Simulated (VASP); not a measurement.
# Cr (P6_3/mmc) in VASP: notebook

Runs on Cr. Level: PBEsol. Tasks: single point.

All numbers are computed with VASP 6.6.1; they aren't measurements. Logs are shortened: lines on timing, memory, paths and dates and some standing lists are left out, and cuts for length are marked.

### 1 The crystal as given

The structure is hexagonal, space group P6_3/mmc (No. 194). The conventional cell has a = 2.714 Å, b = 2.714 Å, c = 4.410 Å, α = 90.00°, β = 90.00°, γ = 120.00°. Cr (site symmetry -6m2) has 12 Cr at 2.71 Å as nearest neighbours.

This isn't the form of Cr at room conditions, which is bcc.

### 2 Single point, PBEsol, collinear spin, ferromagnetic start

INCAR reads:

```
SYSTEM = Cr
ADDGRID = .FALSE.
ALGO = Normal
EDIFF = 1E-6
ENCUT = 300
GGA = PS
ISIF = 2
ISMEAR = 1
ISPIN = 2
LASPH = .TRUE.
LCHARG = .FALSE.
LMAXMIX = 4
LORBIT = 11
LREAL = .FALSE.
LWAVE = .FALSE.
MAGMOM = 3 3
NELM = 100
PREC = Accurate
SIGMA = 0.1
```

KPOINTS reads:

```
k-points
0
G
  12 12 7
  0 0 0
```

POSCAR reads:

```
Cr
1.0
    2.7140000000      0.0000000000      0.0000000000
   -1.3570000000      2.3503929459      0.0000000000
    0.0000000000      0.0000000000      4.4100000000
Cr
2
Direct
    0.6666666667      0.3333333333      0.7500000000
    0.3333333333      0.6666666667      0.2500000000
```

Potentials or basis: VASP PAW PBE potentials, release 64 (Cr_pv).

Started as:

```bash
$ cat potpaw_PBE.64/Cr_pv/POTCAR > POTCAR
$ mpirun -np 1 vasp_std > vasp.out
```

OUTCAR:

```text
SYSTEM = Cr
   EDIFF = 1E-6
   ENCUT = 300
   GGA = PS
   ISIF = 2
   ISMEAR = 1
   ISPIN = 2
   LASPH = .TRUE.
   LORBIT = 11
   LREAL = .FALSE.
   NELM = 100
   PREC = Accurate

 Found     76 irreducible k-points:

 Following reciprocal coordinates:
            Coordinates               Weight
  0.000000  0.000000  0.000000      1.000000
  0.083333 -0.000000  0.000000      6.000000
  0.166667 -0.000000  0.000000      6.000000
  0.250000 -0.000000  0.000000      6.000000
  0.333333 -0.000000  0.000000      6.000000
  0.416667  0.000000  0.000000      6.000000
   k-points           NKPTS =     76   k-points in BZ     NKDIM =     76   number of bands    NBANDS=     19
   number of dos      NEDOS =    301   number of ions     NIONS =      2
   total plane-waves  NPLWV =   7168
   dimension x,y,z NGX =    16 NGY =   16 NGZ =   28
   dimension x,y,z NGXF=    32 NGYF=   32 NGZF=   56
   ions per type =               2
   NGX,Y,Z   is equivalent  to a cutoff of   9.80,  9.80, 10.56 a.u.
   NGXF,Y,Z  is equivalent  to a cutoff of  19.60, 19.60, 21.11 a.u.
 SYSTEM =  Cr
   PREC   = accura    normal or accurate (medium, high low for compatibility)
   ISTART =      0    job   : 0-new  1-cont  2-samecut
   ICHARG =      2    charge: 1-file 2-atom 10-const
   ISPIN  =      2    spin polarized calculation?
   LNONCOLLINEAR =      F non collinear calculations
   LSORBIT =      F    spin-orbit coupling
   LASPH  =      T    aspherical Exc in radial PAW
   ENCUT  =  300.0 eV  22.05 Ry    4.70 a.u.   3.83  3.83  6.23*2*pi/ulx,y,z
   NELM   =    100;   NELMIN=  2; NELMDL= -5     # of ELM steps
   EDIFF  = 0.1E-05   stopping-criterion for ELM
   LREAL  =      F    real-space projection
   EDIFFG = 0.1E-04   stopping-criterion for IOM
   NSW    =      0    number of steps for IOM
   IBRION =     -1    ionic relax: 0-MD 1-quasi-New 2-CG
   NFREE  =      0    steps in history (QN), initial steepest desc. (CG)
   ISIF   =      2    stress and relaxation
   ISYM   =      2    0-nonsym 1-usesym 2-fastsym
   POTIM  = 0.5000    time-step for ionic-motion
   TEBEG  =    0.0;   TEEND  =   0.0 temperature during run
   PSTRESS=    0.0 pullay stress
   NELECT =      24.0000    total number of electrons
   NUPDOWN=      -1.0000    fix difference up-down
   EMIN   =  10.00;   EMAX   =-10.00  energy-range for DOS
   EFERMI =   0.00;   METHOD = LEGACY
   ISMEAR =     1;   SIGMA  =   0.10  broadening in eV -4-tet -1-fermi 0-gaus
   EFERMI_NEDOS =   21; number of points for ismear=-14 and -15
   IALGO  =     38    algorithm
   IMIX   =      4    mixing-type and parameters
     AMIX     =   0.40;   BMIX     =  1.00
     AMIX_MAG =   1.60;   BMIX_MAG =  1.00
  volume/ion in A,a.u.               =      14.07        94.92
  Fermi-wavevector in a.u.,A,eV,Ry     =   1.552681  2.934142 32.801180  2.410819
  Thomas-Fermi vector in A             =   2.657021
   LORBIT       =     11    0 simple, 1 ext, 2 COOP (PROOUT), +10 PAW based schemes
   GGA     = PS    functional components
   LHFCALC =     F    Hartree Fock is set to
   AEXX    =    0.0000 exact exchange contribution
   IVDW    =     0    specifies the selected vdW correction
   LEPSILON=     F    determine dielectric tensor
   LRPA    =     F    only Hartree local field effects (RPA)
 spin polarized calculation
 Methfessel and Paxton  Order N= 1 SIGMA  =   0.10
  energy-cutoff  :      300.00
  volume of cell :       28.13
 maximum number of plane-waves:       342
 NGX is ok and might be reduce to    16
   NGX =  7   NGY =  7   NGZ = 13

 number of electron      23.9999996 magnetization       1.8659197

 Free energy of the ion-electron system (eV)
  ---------------------------------------------------
  ext. energy  EPLUGINS =         0.00000000
  ---------------------------------------------------
  free energy    TOTEN  =       -18.91257582 eV

  energy without entropy =      -18.91272090  energy(sigma->0) =      -18.91262418

 E-fermi :   8.1487     XC(G=0): -12.6938

 val. band max:        8.1450694902   @ k =   0.2500  -0.0000   0.0000
 cond. band min:       8.1495010828   @ k =   0.0000   0.0000   0.4286
 fundamental gap:      0.0044315925
 Fermi energy:         8.1486567489

 spin component 1

 k-point     1 :       0.0000    0.0000    0.0000
  band No.  band energies     occupation
      1     -35.1721      1.00000
      2     -34.8288      1.00000
      3     -34.8288      1.00000
      4     -34.7615      1.00000
      5     -34.7615      1.00000
      6     -34.6809      1.00000
[... 11 lines left out ...]
     18       9.5164     -0.00000
     19      15.0005      0.00000

 k-point     2 :       0.0833   -0.0000    0.0000
  band No.  band energies     occupation
      1     -35.1612      1.00000
      2     -34.8526      1.00000
      3     -34.8365      1.00000
      4     -34.7868      1.00000
      5     -34.7655      1.00000
      6     -34.6858      1.00000
[... 11 lines left out ...]
     18      10.3952      0.00000
     19      15.0014      0.00000

 k-point     3 :       0.1667   -0.0000    0.0000
  band No.  band energies     occupation
      1     -35.1308      1.00000
      2     -34.9195      1.00000
      3     -34.8570      1.00000
      4     -34.8544      1.00000
      5     -34.7765      1.00000
      6     -34.6989      1.00000
[... 11 lines left out ...]
     18      11.7729      0.00000
     19      14.9942      0.00000

 k-point     4 :       0.2500   -0.0000    0.0000
  band No.  band energies     occupation
      1     -35.0843      1.00000
      2     -35.0113      1.00000
      3     -34.9450      1.00000
      4     -34.8848      1.00000
      5     -34.7924      1.00000
      6     -34.7205      1.00000
[... 11 lines left out ...]
     18      13.3040      0.00000
     19      14.9912      0.00000

 k-point     5 :       0.3333   -0.0000    0.0000
  band No.  band energies     occupation
      1     -35.1025      1.00000
      2     -35.0323      1.00000
      3     -35.0302      1.00000
      4     -34.9113      1.00000
      5     -34.8085      1.00000
      6     -34.7498      1.00000
[... 11 lines left out ...]
     18      14.9236      0.00000
     19      15.0149      0.00000

 k-point     6 :       0.4167    0.0000    0.0000
  band No.  band energies     occupation
      1     -35.1714      1.00000
      2     -35.0951      1.00000
      3     -34.9801      1.00000
      4     -34.9302      1.00000
      5     -34.8209      1.00000
      6     -34.7817      1.00000
[... 11 lines left out ...]
     18      13.9739      0.00000
     19      15.0094      0.00000

 [... further k-points ...]

 spin component 2

 k-point     1 :       0.0000    0.0000    0.0000
  band No.  band energies     occupation
      1     -34.3761      1.00000
      2     -33.9469      1.00000
      3     -33.9469      1.00000
      4     -33.8784      1.00000
      5     -33.8784      1.00000
      6     -33.8742      1.00000
[... 11 lines left out ...]
     18      10.3943      0.00000
     19      15.9713      0.00000

 k-point     2 :       0.0833   -0.0000    0.0000
  band No.  band energies     occupation
      1     -34.3649      1.00000
      2     -33.9714      1.00000
      3     -33.9548      1.00000
      4     -33.9044      1.00000
      5     -33.8825      1.00000
      6     -33.8791      1.00000
[... 11 lines left out ...]
     18      11.1181      0.00000
     19      15.9707      0.00000

 k-point     3 :       0.1667   -0.0000    0.0000
  band No.  band energies     occupation
      1     -34.3337      1.00000
      2     -34.0398      1.00000
      3     -33.9757      1.00000
      4     -33.9736      1.00000
      5     -33.8936      1.00000
      6     -33.8924      1.00000
[... 11 lines left out ...]
     18      12.4201      0.00000
     19      15.9789      0.00000

 k-point     4 :       0.2500   -0.0000    0.0000
  band No.  band energies     occupation
      1     -34.2862      1.00000
      2     -34.1340      1.00000
      3     -34.0663      1.00000
      4     -34.0041      1.00000
      5     -33.9144      1.00000
      6     -33.9099      1.00000
[... 11 lines left out ...]
     18      13.9068      0.00000
     19      16.0248      0.00000

 k-point     5 :       0.3333   -0.0000    0.0000
  band No.  band energies     occupation
      1     -34.2307      1.00000
      2     -34.2276      1.00000
      3     -34.1556      1.00000
      4     -34.0312      1.00000
      5     -33.9443      1.00000
      6     -33.9262      1.00000
[... 11 lines left out ...]
     18      15.4882      0.00000
     19      15.9167      0.00000

 k-point     6 :       0.4167    0.0000    0.0000
  band No.  band energies     occupation
      1     -34.2982      1.00000
      2     -34.2198      1.00000
      3     -34.1795      1.00000
      4     -34.0506      1.00000
      5     -33.9769      1.00000
      6     -33.9389      1.00000
[... 11 lines left out ...]
     18      14.5269      0.00000
     19      16.2012      0.00000

 [... further k-points ...]

------------------------ aborting loop because EDIFF is reached ----------------------------------------

  FORCE on cell =-STRESS in cart. coord.  units (eV):
  Direction    XX          YY          ZZ          XY          YZ          ZX
  --------------------------------------------------------------------------------------
  -------------------------------------------------------------------------------------
  Total       -5.9524386     -5.9524386     -5.2768636      0.0000000      0.0000000      0.0000000
  in kB     -339.0131931   -339.0131931   -300.5367176      0.0000000      0.0000000      0.0000000
  external PRESSURE =    -326.1877013 kB  Pullay stress =       0.0000000 kB

 VOLUME and BASIS-vectors are now :
 -----------------------------------------------------------------------------
  energy-cutoff  :      300.00
  volume of cell :       28.13
      direct lattice vectors                 reciprocal lattice vectors
     2.714000000  0.000000000  0.000000000     0.368459838  0.212730387  0.000000000
    -1.357000000  2.350392946  0.000000000     0.000000000  0.425460773  0.000000000
     0.000000000  0.000000000  4.410000000     0.000000000  0.000000000  0.226757370

 POSITION                                       TOTAL-FORCE (eV/Angst)
 -----------------------------------------------------------------------------------
      1.35700      0.78346      3.30750         0.000000     -0.000000      0.000000
     -0.00000      1.56693      1.10250         0.000000      0.000000      0.000000
 -----------------------------------------------------------------------------------
    total drift:                               -0.000000      0.000000     -0.000000

  FREE ENERGIE OF THE ION-ELECTRON SYSTEM (eV)
  ---------------------------------------------------
  free  energy   TOTEN  =       -18.9125758217 eV

  energy  without entropy=      -18.9127209015  energy(sigma->0) =      -18.91262418

 total charge

# of ion       s       p       d       tot
------------------------------------------
    1        0.376   6.283   4.050  10.708
    2        0.376   6.283   4.050  10.708
--------------------------------------------------
tot          0.752  12.565   8.100  21.417

 magnetization (x)

# of ion       s       p       d       tot
------------------------------------------
    1        0.001   0.025   0.835   0.861
    2        0.001   0.025   0.835   0.861
--------------------------------------------------
tot          0.002   0.051   1.670   1.722
```

Wall time 25 s (1 thread of Intel Xeon Platinum 8488C (Sapphire Rapids), shared host); peak memory 0.14 GiB.

These settings aren't checked as converged: the numbers below hold their error.

What came out:

```yaml
Free_energy: -18.9126 eV
Band_gap_on_the_k_mesh: none (metal or under the smearing width)
Net_moment: 1.87 μB per cell
Site_moments: Cr +0.86 μB
Valence_electrons_inside_the_program's_atomic_spheres: Cr 10.71
```

Caveat: the cutoff is under 1.25 times the usual one of these potentials, so pressure, stress and relaxed cells hold a basis-set (Pulay) error; a pressure of tens of GPa on the cell as given is suspect, and the run, the potentials or the cell itself is likely at fault; the PAW data sets were made with another functional, which shifts forces and pressure a little.

(Continued in part 2 of 2.)
